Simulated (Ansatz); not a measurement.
Crystal: Li2Se.

```
CELL_PARAMETERS angstrom
0.00000 3.00250 3.00250
3.00250 0.00000 3.00250
3.00250 3.00250 0.00000
ATOMIC_POSITIONS crystal
Se 0.00000 0.00000 0.00000
Li 0.75000 0.75000 0.75000
Li 0.25000 0.25000 0.25000
```

Base run:

```yaml
Program: Ansatz 0.2.0
Functional: PBEsol
Potentials_or_basis: Ansatz PAW
Cutoff: "420 eV (not typed: the program's choice for these potentials)"
k_mesh: 8 × 8 × 8
Occupations: fermi-dirac, width 0.05 eV
Spin: no spin polarisation
```

Its results: band gap on the k mesh 2.84 eV, indirect (least direct gap 3.24 eV); pressure -1.0 GPa.

Q: The run is repeated on the same cell with these changes: functional from PBEsol to LDA. What comes out?

A: Band gap on the k mesh 2.81 eV, indirect (least direct gap 3.19 eV); pressure -2.6 GPa.

LDA binds more tightly than PBEsol, so the same cell stands under less pressure.

Caveats: the PAW data sets come from PBE, with cores solved anew for the run's functional, which leaves a small shift of forces and pressure.
